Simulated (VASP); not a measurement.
# WS2 in VASP: a series of runs

One slab, WS2, is run at these levels: PBE; tasks: single point.

All numbers are computed with VASP 6.6.1; they aren't measurements. Logs are shortened: lines on timing, memory, paths and dates and some standing lists are left out, and cuts for length are marked.

### 1 Starting point

The cell holds a slab with vacuum, 3 atoms: a = 3.180 Å, b = 3.180 Å, c = 21.125 Å, α = 90.00°, β = 90.00°, γ = 120.00°.

### 2 Single point, PBE

INCAR reads:

```
PREC     = Accurate       # precision mode
ENCUT    = 750            # plane-wave cutoff, eV
EDIFF    = 1E-7           # SCF threshold, eV
ISMEAR   = 0              # smearing method
SIGMA    = 0.05           # smearing width, eV
LREAL    = F              # projectors in reciprocal space
LASPH    = T              # aspherical terms in the spheres
NELM     = 120            # most SCF steps
ALGO     = Normal         # electronic algorithm
ISIF     = 2              # what is computed and relaxed
LWAVE    = F              # write WAVECAR
LCHARG   = F              # write CHGCAR
LDIPOL   = T            
IDIPOL   = 3            
DIPOL    = 0.5 0.5 0.500
GGA      = PE             # functional
NBANDS   = 24             # bands
LVHAR    = T            
LVACPOTAV= T
```

KPOINTS reads:

```
regular mesh
0
Gamma
  10 10 1
```

POSCAR reads:

```
WS2
1.0
    3.1800000000      0.0000000000      0.0000000000
   -1.5900000000      2.7539607800      0.0000000000
    0.0000000000      0.0000000000     21.1250000000
S W
2 1
Direct
    0.3333333333      0.6666666667      0.4260355030
    0.3333333333      0.6666666667      0.5739644970
    0.6666666667      0.3333333333      0.5000000000
```

Potentials or basis: VASP PAW PBE potentials, release 64 (S, W_sv).

Launch:

```sh
$ cat potpaw_PBE.64/S/POTCAR potpaw_PBE.64/W_sv/POTCAR > POTCAR
$ mpirun -np 1 vasp_std > vasp.out
```

OUTCAR:

```text
PREC = Accurate
   ENCUT = 750
   EDIFF = 1E-7
   ISMEAR = 0
   LREAL = F
   LASPH = T
   NELM = 120
   ISIF = 2
   GGA = PE

 Found     14 irreducible k-points:

 Following reciprocal coordinates:
            Coordinates               Weight
  0.000000  0.000000  0.000000      1.000000
  0.100000  0.000000  0.000000      6.000000
  0.200000  0.000000  0.000000      6.000000
  0.300000  0.000000  0.000000      6.000000
  0.400000  0.000000  0.000000      6.000000
  0.500000  0.000000  0.000000      3.000000
   k-points           NKPTS =     14   k-points in BZ     NKDIM =     14   number of bands    NBANDS=     24
   number of dos      NEDOS =    301   number of ions     NIONS =      3
   total plane-waves  NPLWV = 150528
   dimension x,y,z NGX =    28 NGY =   28 NGZ =  192
   dimension x,y,z NGXF=    56 NGYF=   56 NGZF=  384
   ions per type =               2   1
   NGX,Y,Z   is equivalent  to a cutoff of  14.64, 14.64, 15.11 a.u.
   NGXF,Y,Z  is equivalent  to a cutoff of  29.28, 29.28, 30.22 a.u.
 SYSTEM =  unknown system
   PREC   = accura    normal or accurate (medium, high low for compatibility)
   ISTART =      0    job   : 0-new  1-cont  2-samecut
   ICHARG =      2    charge: 1-file 2-atom 10-const
   ISPIN  =      1    spin polarized calculation?
   LNONCOLLINEAR =      F non collinear calculations
   LSORBIT =      F    spin-orbit coupling
   LASPH  =      T    aspherical Exc in radial PAW
   ENCUT  =  750.0 eV  55.12 Ry    7.42 a.u.   7.10  7.10 47.17*2*pi/ulx,y,z
   NELM   =    120;   NELMIN=  2; NELMDL= -5     # of ELM steps
   EDIFF  = 0.1E-06   stopping-criterion for ELM
   LREAL  =      F    real-space projection
   EDIFFG = 0.1E-05   stopping-criterion for IOM
   NSW    =      0    number of steps for IOM
   IBRION =     -1    ionic relax: 0-MD 1-quasi-New 2-CG
   NFREE  =      0    steps in history (QN), initial steepest desc. (CG)
   ISIF   =      2    stress and relaxation
   ISYM   =      2    0-nonsym 1-usesym 2-fastsym
   POTIM  = 0.5000    time-step for ionic-motion
   TEBEG  =    0.0;   TEEND  =   0.0 temperature during run
   PSTRESS=    0.0 pullay stress
   NELECT =      26.0000    total number of electrons
   NUPDOWN=      -1.0000    fix difference up-down
   EMIN   =  10.00;   EMAX   =-10.00  energy-range for DOS
   EFERMI =   0.00;   METHOD = LEGACY
   ISMEAR =     0;   SIGMA  =   0.05  broadening in eV -4-tet -1-fermi 0-gaus
   EFERMI_NEDOS =   21; number of points for ismear=-14 and -15
   IALGO  =     38    algorithm
   IMIX   =      4    mixing-type and parameters
     AMIX     =   0.40;   BMIX     =  1.00
     AMIX_MAG =   1.60;   BMIX_MAG =  1.00
  volume/ion in A,a.u.               =      61.67       416.16
  Fermi-wavevector in a.u.,A,eV,Ry     =   0.851149  1.608438  9.856796  0.724454
  Thomas-Fermi vector in A             =   1.967237
   LORBIT       =      0    0 simple, 1 ext, 2 COOP (PROOUT), +10 PAW based schemes
   GGA     = PE    functional components
   LHFCALC =     F    Hartree Fock is set to
   AEXX    =    0.0000 exact exchange contribution
   IVDW    =     0    specifies the selected vdW correction
   LEPSILON=     F    determine dielectric tensor
   LRPA    =     F    only Hartree local field effects (RPA)
 non-spin polarized calculation
 Gauss-broadening in eV      SIGMA  =   0.05
  energy-cutoff  :      750.00
  volume of cell :      185.00
 maximum number of plane-waves:      8661
   NGX = 15   NGY = 15   NGZ = 95

 number of electron      25.9999998 magnetization

 dipolmoment           0.000000      0.000000      0.000000 electrons x Angstroem

 Free energy of the ion-electron system (eV)
  ---------------------------------------------------
  ext. energy  EPLUGINS =         0.00000000
  ---------------------------------------------------
  free energy    TOTEN  =       -23.67235346 eV

  energy without entropy =      -23.67235346  energy(sigma->0) =      -23.67235346

 E-fermi :  -1.8038     XC(G=0):  -3.6499

 val. band max:       -2.1143278107   @ k =   0.0000   0.0000   0.0000
 cond. band min:      -0.0702935869   @ k =   0.3000   0.3000   0.0000
 fundamental gap:      2.0440342238
 Fermi energy:        -1.8038104164

 k-point     1 :       0.0000    0.0000    0.0000
  band No.  band energies     occupation
      1     -76.1028      2.00000
      2     -40.3413      2.00000
      3     -40.1922      2.00000
      4     -40.1922      2.00000
      5     -16.8653      2.00000
      6     -15.2085      2.00000
[... 16 lines left out ...]
     23       5.9034      0.00000
     24       6.6320      0.00000

 k-point     2 :       0.1000    0.0000    0.0000
  band No.  band energies     occupation
      1     -76.1011      2.00000
      2     -40.3354      2.00000
      3     -40.2250      2.00000
      4     -40.1998      2.00000
      5     -16.7009      2.00000
      6     -15.1491      2.00000
[... 16 lines left out ...]
     23       6.1122      0.00000
     24       7.2785      0.00000

 k-point     3 :       0.2000    0.0000    0.0000
  band No.  band energies     occupation
      1     -76.0969      2.00000
      2     -40.3199      2.00000
      3     -40.3099      2.00000
      4     -40.2197      2.00000
      5     -16.2440      2.00000
      6     -14.9848      2.00000
[... 16 lines left out ...]
     23       6.7435      0.00000
     24       7.1331      0.00000

 k-point     4 :       0.3000    0.0000    0.0000
  band No.  band energies     occupation
      1     -76.0917      2.00000
      2     -40.4132      2.00000
      3     -40.3008      2.00000
      4     -40.2442      2.00000
      5     -15.6078      2.00000
      6     -14.7608      2.00000
[... 16 lines left out ...]
     23       6.9272      0.00000
     24       7.0101      0.00000

 k-point     5 :       0.4000    0.0000    0.0000
  band No.  band energies     occupation
      1     -76.0875      2.00000
      2     -40.4955      2.00000
      3     -40.2852      2.00000
      4     -40.2639      2.00000
      5     -15.0028      2.00000
      6     -14.5578      2.00000
[... 16 lines left out ...]
     23       7.5577      0.00000
     24       7.7375      0.00000

 k-point     6 :       0.5000    0.0000    0.0000
  band No.  band energies     occupation
      1     -76.0859      2.00000
      2     -40.5266      2.00000
      3     -40.2793      2.00000
      4     -40.2714      2.00000
      5     -14.7386      2.00000
      6     -14.4738      2.00000
[... 16 lines left out ...]
     23       7.9749      0.00000
     24       8.4319      0.00000

 [... further k-points ...]

------------------------ aborting loop because EDIFF is reached ----------------------------------------

  FORCE on cell =-STRESS in cart. coord.  units (eV):
  Direction    XX          YY          ZZ          XY          YZ          ZX
  --------------------------------------------------------------------------------------
  -------------------------------------------------------------------------------------
  Total        0.4858618      0.4858618      0.6978153      0.0000000      0.0000000     -0.0000000
  in kB        4.2076708      4.2076708      6.0432349      0.0000000      0.0000000     -0.0000000
  external PRESSURE =       4.8195255 kB  Pullay stress =       0.0000000 kB

 VOLUME and BASIS-vectors are now :
 -----------------------------------------------------------------------------
  energy-cutoff  :      750.00
  volume of cell :      185.00
      direct lattice vectors                 reciprocal lattice vectors
     3.180000000  0.000000000  0.000000000     0.314465409  0.181556689  0.000000000
    -1.590000000  2.753960780  0.000000000     0.000000000  0.363113377  0.000000000
     0.000000000  0.000000000 21.125000000     0.000000000  0.000000000  0.047337278

 POSITION                                       TOTAL-FORCE (eV/Angst)
 -----------------------------------------------------------------------------------
     -0.00000      1.83597      9.00000         0.000000      0.000000     -0.225329
     -0.00000      1.83597     12.12500         0.000000      0.000000      0.225329
      1.59000      0.91799     10.56250        -0.000000      0.000000      0.000000
 -----------------------------------------------------------------------------------
    total drift:                               -0.000000      0.000000      0.000000

  FREE ENERGIE OF THE ION-ELECTRON SYSTEM (eV)
  ---------------------------------------------------
  free  energy   TOTEN  =       -23.6723534590 eV

  energy  without entropy=      -23.6723534590  energy(sigma->0) =      -23.67235346

 vacuum level on the upper side and lower side of the slab         3.606         3.606
```

It took 1.8 min on 1 thread of Intel Xeon Platinum 8488C (Sapphire Rapids), shared host; peak memory 0.42 GiB.

The run converged, but some of its settings lie outside the range that counts as converged, so its numbers aren't taken as properties of the slab.

Results:

```
Free energy                            : -23.6724 eV
Largest force                          : 0.225 eV/Å
Band gap on the k mesh                 : 2.04 eV, indirect (least direct gap 2.17 eV)
Ionisation potential of the upper face : 5.72 eV
```

Caveat: spin-orbit coupling is left out, which moves the levels of the heavy elements.

### 3 Single point, PBE

This run uses another cell than the first one, of 44.15 Å³/atom, 0.716 times its volume.

Changes to INCAR since step 2:

```diff
@@ -1,3 +1,3 @@
 PREC     = Accurate       # precision mode
-ENCUT    = 750            # plane-wave cutoff, eV
+ENCUT    = 280            # plane-wave cutoff, eV
 EDIFF    = 1E-7           # SCF threshold, eV
```

KPOINTS reads:

```
regular mesh
0
Gamma
  3 3 1
```

POSCAR reads:

```
WS2
1.0
    3.1800000000      0.0000000000      0.0000000000
   -1.5900000000      2.7539607800      0.0000000000
    0.0000000000      0.0000000000     15.1250000000
S W
2 1
Direct
    0.3333333333      0.6666666667      0.3966942149
    0.3333333333      0.6666666667      0.6033057851
    0.6666666667      0.3333333333      0.5000000000
```

Potentials or basis: VASP PAW PBE potentials, release 64 (S, W_sv).

Launch:

```sh
$ cat potpaw_PBE.64/S/POTCAR potpaw_PBE.64/W_sv/POTCAR > POTCAR
$ mpirun -np 1 vasp_std > vasp.out
```

Wall time 6.8 s (1 thread of Intel Xeon Platinum 8488C (Sapphire Rapids), shared host); peak memory 0.15 GiB.

The run converged, but some of its settings lie outside the range that counts as converged, so its numbers aren't taken as properties of the slab.

What came out:

```
Free energy                            : -23.6282 eV
Largest force                          : 0.063 eV/Å
Band gap on the k mesh                 : 1.79 eV, direct
Ionisation potential of the upper face : 5.65 eV
```

Caveat: the k mesh is coarse (spacing up to 0.76 Å⁻¹), so the values aren't converged; the cutoff is under 1.25 times the usual one of these potentials, so pressure, stress and relaxed cells hold a basis-set (Pulay) error; spin-orbit coupling is left out, which moves the levels of the heavy elements.

### 4 Single point, PBE

This run uses another cell than the first one, of 44.15 Å³/atom, 0.716 times its volume.

Changes to INCAR since step 3:

```diff
@@ -1,3 +1,3 @@
 PREC     = Accurate       # precision mode
-ENCUT    = 280            # plane-wave cutoff, eV
+ENCUT    = 460            # plane-wave cutoff, eV
 EDIFF    = 1E-7           # SCF threshold, eV
```

KPOINTS is that of step 3.

POSCAR is that of step 3.

Launch:

```sh
$ cat potpaw_PBE.64/S/POTCAR potpaw_PBE.64/W_sv/POTCAR > POTCAR
$ mpirun -np 1 vasp_std > vasp.out
```

Run time: 12 s. Hardware: 1 thread of Intel Xeon Platinum 8488C (Sapphire Rapids), shared host; peak memory 0.23 GiB.

These settings aren't checked as converged: the numbers below hold their error.

Results:

```yaml
Free_energy: -23.6484 eV
Largest_force: 0.052 eV/Å
Band_gap_on_the_k_mesh: 1.79 eV, direct
Ionisation_potential_of_the_upper_face: 5.65 eV
```

Caveat: the k mesh is coarse (spacing up to 0.76 Å⁻¹), so the values aren't converged; spin-orbit coupling is left out, which moves the levels of the heavy elements.
